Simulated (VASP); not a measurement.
KCl: relaxation of cell and atoms with r2SCAN

Crystal: KCl.

```
K Cl
1.0
     3.63400    0.00000    0.00000
     0.00000    3.63400    0.00000
     0.00000    0.00000    3.63400
K Cl
1 1
Direct
  0.00000 0.00000 0.00000
  0.50000 0.50000 0.50000
```

Measurements of this composition are mostly on another form, of space group No. 225.

```yaml
Program: VASP 6.6.1
Task: relaxation of cell and atoms
Functional: r2SCAN
Potentials_or_basis: VASP PAW PBE potentials, release 64 (K_sv, Cl)
Cutoff: 600 eV
k_mesh: 8 × 8 × 8
Occupations: gaussian, width 0.03 eV
Spin: no spin polarisation
Further_INCAR_settings: ALGO = Normal; EDIFF = 1e-06; IBRION = 2; EDIFFG = -0.01; NSW = 90; ISIF = 3
```

```
Relaxed volume                         : 26.82 Å³/atom
Relaxed cell                           : a = 3.771 Å, b = 3.771 Å, c = 3.771 Å, α = 90.00°, β = 90.00°, γ = 90.00°
Space group after relaxing (to 0.05 Å) : Pm-3m (No. 221)
Energy gained by relaxing              : 26.5 meV/atom
Ionic steps                            : 4
Pressure after relaxing                : 0.0 GPa
Band gap on the k mesh                 : 5.81 eV, indirect (least direct gap 6.02 eV)
```

Step by step:
```
step  energy change (eV)  largest force (eV/Å)  pressure (GPa)  volume (Å³)
   1              0.0000                0.0000            3.38        47.99
   2             -0.0470                0.0000            0.98        51.59
   3             -0.0527                0.0000           -0.16        53.99
   4             -0.0529                0.0000           -0.01        53.64
```

Final structure:
```yaml
crystal:
  lattice:
    - [3.77137, 0.00000, 0.00000]
    - [0.00000, 3.77137, 0.00000]
    - [0.00000, 0.00000, 3.77137]
  atoms:
    - { symbol: K, position: [0.00000, 0.00000, 0.00000] }
    - { symbol: Cl, position: [0.50000, 0.50000, 0.50000] }
```

Levels at points of the mesh, in eV from the valence-band top:
```
           k point  band 4  band 5  band 6  band 7  band 8  band 9  band 10  band 11  band 12
(0.00, 0.00, 0.00)  -11.69  -11.69   -0.22   -0.22   -0.22    5.81     7.09     7.09    11.60
(0.50, 0.00, 0.00)  -11.66  -11.56   -1.90   -0.23   -0.23    8.56     8.73     9.32    10.84
(0.50, 0.50, 0.00)  -11.95  -11.63   -1.30   -1.30    0.00    6.86     8.08     9.73     9.73
(0.50, 0.50, 0.50)  -11.89  -11.89   -1.45   -1.45   -1.45    9.67     9.67     9.67    10.96
```

Run time: 3.8 min on 1 thread of Intel(R) Xeon(R) Platinum 8488C (Sapphire Rapids) (shared host), peak memory 0.19 GiB.

Caveat: the PAW data sets were made with another functional, which shifts forces and pressure a little; the volume moved by +12 % from the deposited cell, more than functionals usually miss. Zero-point motion and thermal expansion aren't in these numbers.
